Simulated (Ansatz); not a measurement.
**AlN: the order of phases at one pressure**

Aim: bring AlN in several structures (rocksalt, CsCl, zincblende, wurtzite, NiAs) to one pressure and rank them by enthalpy. The pressure is set by scaling the first phase. Methods of the runs shown: LAPW. Companion runs by PAW are cited.

Computed with Ansatz 0.2.0 (DFT, PBE, all-electron LAPW, scalar-relativistic, unless a step's input says otherwise).

### Step 1. The structure to begin with

Symmetry: Fm-3m, No. 225, cubic system. The conventional cell has a = 3.871 Å, b = 3.871 Å, c = 3.871 Å, α = 90.00°, β = 90.00°, γ = 90.00°. Around Al (site symmetry m-3m) lie 6 N at 1.94 Å. N (site symmetry m-3m) is surrounded by 6 Al at 1.94 Å.

Coordinates:

```
CELL_PARAMETERS angstrom
0.00000 1.93569 1.93569
1.93569 0.00000 1.93569
1.93569 1.93569 0.00000
ATOMIC_POSITIONS crystal
Al 0.00000 0.00000 0.00000
N 0.50000 0.50000 0.50000
```

Atoms are numbered in the order of the input: Al1, N2.

### Step 2. Rocksalt relaxed under pressure, LAPW

Contents of input.yaml:

```yaml
crystal:
  lattice:
    - [0.0, 1.9356856298, 1.9356856298]
    - [1.9356856298, 0.0, 1.9356856298]
    - [1.9356856298, 1.9356856298, 0.0]
  atoms:
    - { symbol: Al, position: [0.0, 0.0, 0.0] }
    - { symbol: "N", position: [0.5, 0.5, 0.5] }
kpoints:
  mp_grid: { grid: [16, 16, 16] }
scf:
  occupations: { method: fermi_dirac, width: 0.1 }
hamiltonian:
  xc: pbe
  pseudopotentials: { kind: all_electron, lapw: { basis_error: 0.0005 } }
output:
  forces: true
  stress: true
  eigenvalues: true
relax:
  f_tol: 0.005
  max_steps: 12
  cell: { p_target: 51.0, stress_tol: 0.03 }
```

Launch:

```console
$ ansatz run input.yaml --threads 1 --pin off --max-ram 3584MiB --backend cpu --events-out ev --progress --plain --runs-dir out
```

After this run come: CsCl relaxed under pressure, LAPW; Zincblende relaxed under pressure, LAPW; Wurtzite at the cell that PAW relaxed, LAPW; NiAs at the cell that PAW relaxed, LAPW.

Q: Predict the outcome of this session. Wanted: pressure; lowest (for each run or level that gives them).

**Answer**, as computed:

| quantity | value |
| --- | --- |
| pressure | 51 GPa |
| lowest (LAPW) | rocksalt, 206.8 meV/atom under NiAs |
| lowest (PAW) | rocksalt, 207.1 meV/atom under NiAs |

**Reading.** By LAPW the order is rocksalt < NiAs < wurtzite < zincblende < CsCl. By PAW the order is rocksalt < NiAs < wurtzite < zincblende < CsCl. The methods agree on the lowest phase. Only these structures were tried, with electrons smeared by 0.1 eV and without vibrations, so the true ground state may be another. The k meshes differ between phases and weren't tested, which can move differences by some meV.
